# Why squeezing opens the gap of ZnS twice as fast as that of CdS

How does the band gap of a semiconductor respond when the crystal is squeezed or stretched evenly in all directions, and what sets the size of the response? The five crystals below share one structure, with every atom bonded to four neighbours of the other element. They differ only in the elements, and yet their responses differ by a factor of two.

Zincblende crystals (space group F-43m), relaxed with Ansatz 0.2.0: plane-wave PAW, scalar-relativistic, r2SCAN, no spin polarisation, cutoff 500 eV, Γ-centred 8×8×8 k mesh, Gaussian smearing of 0.02 eV. The gap slope is d(gap on the mesh)/d ln V at the middle of the volume scan; the bulk modulus comes from a third-order Birch–Murnaghan fit.

| formula | element on site A | Z A | element on site B | Z B | volume per atom (Å³) | shortest distance (Å) | band gap on mesh (eV) | gap slope (eV) | bulk modulus (GPa) |
| --- | --- | --- | --- | --- | --- | --- | --- | --- | --- |
| ZnS | Zn | 30 | S | 16 | 19.56 | 2.334 | 2.703 | -4.615 | 78.6 |
| ZnSe | Zn | 30 | Se | 34 | 22.73 | 2.453 | 1.867 | -4.299 | 65.3 |
| CdS | Cd | 48 | S | 16 | 25.39 | 2.546 | 1.542 | -2.300 | 60.5 |
| CdSe | Cd | 48 | Se | 34 | 28.84 | 2.656 | 1.039 | -2.232 | 51.6 |
| CdTe | Cd | 48 | Te | 52 | 35.22 | 2.839 | 1.168 | -3.199 | 40.3 |

## What happens

The gap slope is the change of the gap per change of the logarithm of the volume. A slope of −4.6 eV, that of ZnS, means that one percent more volume lowers the gap by 46 meV. All five slopes are negative, so in each crystal expansion closes the gap and compression opens it. Both edges of the gap stay at Γ, the centre of the Brillouin zone, over the volumes examined, so each slope follows one and the same direct gap.

The slopes fall into two groups and one exception. ZnS and ZnSe lie near −4.5 eV, CdS and CdSe near −2.3 eV. Exchanging sulfur for selenium hardly matters, whereas exchanging zinc for cadmium halves the response. CdTe, at −3.2 eV, is the exception: it has the longest bond of all, but its slope is clearly steeper than those of the other two cadmium compounds.

## Why the gap opens under compression

The sign follows from the kind of state at the lower edge of the conduction band. At Γ this state is built from the outer s orbitals of metal and anion, combined with opposite signs so that a node lies between the atoms. It is an antibonding state, and antibonding states are pushed up when the atoms come closer. The upper edge of the valence band consists mainly of anion p orbitals and is expected to respond less; the runs fix only the difference between the two edges, not how far each moves on its own. The gap therefore grows as the bond shortens.

Two levels are enough to turn this into an estimate. Let D be half the energy difference between the s level of the metal atom and that of the anion atom, and let W be the coupling between them, summed over the four neighbours. The antibonding level then lies at √(D² + W²) above the mean of the two atomic levels. By Harrison's well-known rule W falls as the inverse square of the bond length, which means as the volume to the power −2/3. With D and the valence edge held fixed, the derivative gives

gap slope ≈ −(2/3) · W² / √(D² + W²).

For ZnS the steps are short. Rough atomic s levels, close to non-relativistic Hartree–Fock values and not taken from these runs, lie 8 eV deep in zinc and 24 eV deep in sulfur, so D is 8 eV. Harrison's rule puts the coupling to each neighbour at about 1.3 ħ²/(m·d²), where m is the mass of the electron and d the bond length. Four neighbours at the bond length of ZnS give a W of about 7.3 eV. The square root is then about 10.8 eV, and the slope comes out at −3.3 eV.

The calculation gives −4.6 eV for the same crystal. The sign is built into the formula, so only the size is a test. The estimate reaches about 70 percent of it, with no number adjusted to any of the five rows. That share depends on the levels chosen: a density functional is expected to place the two s levels closer together, which would make the estimate steeper in every row. Part of the shortfall may come from the valence edge, which was held fixed. The bonding between p orbitals, taken alone, pushes that edge down as the bond shortens and so widens the gap further. A second influence on the same edge, taken up below, works the other way.

## Why zinc responds more than cadmium

The bond to cadmium is longer, so the coupling is weaker and there is less of it to change. If the slope simply followed the inverse square of the bond length, ZnS would be 1.2 times as steep as CdS. The two-level formula raises this to 1.4, mainly because W is somewhat smaller than D in these crystals, so the shift of the level grows faster than W, somewhere between W and W². The calculated ratio is 2.0, and the selenides give almost the same. Bond length and s levels therefore account for the direction of the step from zinc to cadmium, but for well under half of its size.

A closer look at CdS and CdSe shows that something is missing from the picture. For these two the estimate lies within 5 percent of the calculated slope, which looks like its best result. But the formula also makes a statement about curvature: as the crystal expands, the coupling fades and the slope must become flatter. This can be tested with the gaps of the same crystals at volumes 3 and 6 percent below and above the relaxed one.

Between the compressed and the expanded side of that range, the formula wants the slope to flatten by about 9 percent in every crystal. In ZnS, ZnSe and CdTe it does flatten, though only by 3 to 6 percent. In CdS it becomes steeper by 7 percent, and in CdSe by about 3 percent. The two crystals whose slopes the estimate hits best are the two whose curvature has the wrong sign, so the good agreement there is most likely an accident of cancelling errors and of the levels chosen. With s levels that lie closer together the estimate would be expected to overshoot both slopes.

The simplest reading is a second contribution that works against the first. It closes the gap under compression, and it grows as the atoms approach. Such a term makes the whole slope flatter, and most of all on the compressed side, which is the pattern of CdS and CdSe. In the zinc compounds and in CdTe it would have to be weaker, or be outweighed by a stronger opening term.

The filled d shell of the metal is a plausible source. It lies below the anion p levels and repels them, so it pushes the valence edge up, and more strongly when the bond is short. The 4d shell of cadmium reaches farther out than the 3d shell of zinc, which could help to explain the order of the slopes, although the longer bond to cadmium works against it, and so does the deeper position expected of the 4d level. The levels of ZnSe at Γ show a trace of such a repulsion. Symmetry lets the anion p levels mix there with only three of the five zinc d levels, and these three lie 0.4 eV below the other two, as they would if the p levels pushed them down. The splitting gives a rough size. If all of it came from this repulsion, and the repulsion fell as the inverse seventh power of the bond length, as Harrison's rule for p–d coupling suggests, it would take 7/3 times 0.4 eV, about 0.9 eV, off the steepness of ZnSe. Whether the effect is larger in the cadmium compounds remains open, because their d levels were not examined here and no crystal without a filled d shell is there for comparison. The datasets differ as well: zinc is treated with 12 valence electrons and cadmium with 20, and the influence of this on the slopes was not tested.

There is also reason to think that the calculation exaggerates this effect. In ZnSe the zinc d levels at Γ come out 6.3 to 6.7 eV below the valence edge, whereas experiment puts them roughly 9 eV below. Levels that lie too close repel each other too strongly. The same fault is one reason why the gaps in the table are smaller than measured ones, and it may well touch the slopes too.

## Why CdTe breaks the order

From CdSe to CdTe the bond grows by 0.18 Å, and length alone would make the slope about 12 percent flatter. The calculation makes it 43 percent steeper. Whatever acts here must overcome the longer bond.

One cause can be read from the formula. The outer s level of tellurium is shallower than that of selenium, hence closer to the s level of cadmium. The difference is 4 eV in the rough levels used here and is expected to be clearly smaller in a scalar-relativistic density functional. Levels that lie closer together mix more thoroughly, and their splitting then follows the coupling more directly. At the bond length of CdTe, the estimate is −1.7 eV with the s level of selenium and −2.1 eV with that of tellurium.

Even with these levels the gain doesn't quite make up for the loss from the longer bond, and with a smaller difference between tellurium and selenium it would make up for less. The estimate thus fails to steepen from CdSe to CdTe, where the calculated slope steepens by about 1 eV. The curvature hints at the rest. From CdS through CdSe to CdTe the steepening on expansion shrinks and then turns into a flattening, as if the closing contribution were fading. A d shell that lies farther from the p level of the anion, both in distance and in energy, would behave in this way, but the numbers don't prove that it does.

The gap of CdTe is a different matter from its slope. In the table it lies 0.13 eV above that of CdSe, but spin-orbit coupling is left out. That coupling raises the valence edge by roughly 0.3 eV in tellurides and 0.1 eV in selenides, enough to remove the difference or reverse it. The slope should suffer much less, since the splitting belongs mostly to the anion atom and changes little with volume.

## Two crystals outside the table

GaAs, a III–V semiconductor of the same structure, shows the same mechanism in a stronger form. Its two kinds of atom are more alike, so the s levels lie closer together, and its direct gap is known to respond more steeply to volume than those of the compounds here. Silicon is a useful contrast. Its lowest conduction states lie far from Γ and aren't of this antibonding s type, and its gap shrinks slightly under pressure. The character of the band edge thus has to be known before the sign of the response can be guessed.

## What to do with the numbers

If the volume change is known, multiply the gap slope by it. For one percent of volume this gives 46 meV in ZnS and 23 meV in CdS. These figures are for the zincblende form; CdS and CdSe usually crystallise as wurtzite, which was not computed here. The local slopes differ by no more than 7 percent between the two sides of the range examined, so a single slope serves well for changes of a few percent. It covers only the part of a strain that changes the volume; a film stretched in its plane also has its valence edge split by the change of shape.

If the pressure is known instead, the stiffness enters, and the order of the crystals changes. Dividing the slope by the bulk modulus, the resistance to compression, gives a rise of 79 meV per GPa for CdTe, ahead of 66 for ZnSe and 59 for ZnS. CdTe overtakes the two zinc compounds because it is the softest of the five, although its slope is only third. CdSe and CdS stay last, at about 40 meV per GPa.

The figures per GPa hold for low pressure, since a crystal stiffens as it is squeezed. Taking 6 percent off the volume of CdTe needs 2.9 GPa and opens its gap by 0.20 eV in the calculation, where the straight line from zero pressure promises 0.23 eV. The working rule is therefore to convert pressure into volume first, with a bulk modulus that grows under load, and only then to apply the gap slope. It holds as long as the crystal keeps its structure, which the cadmium compounds are known to give up at a few GPa.
